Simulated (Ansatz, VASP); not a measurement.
# Pd in VASP and in Ansatz

```
Pd
1.0
     2.78186    0.00000    0.00000
    -1.39093    2.40916    0.00000
     0.00000    0.00000    9.14033
Pd
4
Direct
  0.00000 0.00000 0.00000
  0.00000 0.00000 0.50000
  0.33333 0.66667 0.25000
  0.66667 0.33333 0.75000
```

Alike in both runs: functional PBE; k mesh 12 × 12 × 2; occupations gaussian, width 0.1 eV; no spin polarisation.

Ansatz relaxed the structure, and its values are those at the end. VASP's run is a single point on that final structure, the one shown.

|  | VASP | Ansatz |
| --- | --- | --- |
| version | VASP 6.6.1 | Ansatz 0.2.0 |
| potentials or method | VASP PAW PBE potentials, release 64 (Pd) | scalar-relativistic, plane waves, PAW |
| plane-wave cutoff (eV) | 520 | 420 |
| valence electrons in the cell | 40 | 72 |

Ansatz gave:

- gap on the k mesh at the Fermi level (eV): none
- pressure (GPa): 0.4

Problem. Estimate VASP's values.

Solution. gap on the k mesh at the Fermi level (eV): none; pressure (GPa): 0.1.

A gap of «none» marks a metal or a gap that the smearing closes. The two sets of potentials don't hold the same shells in valence.
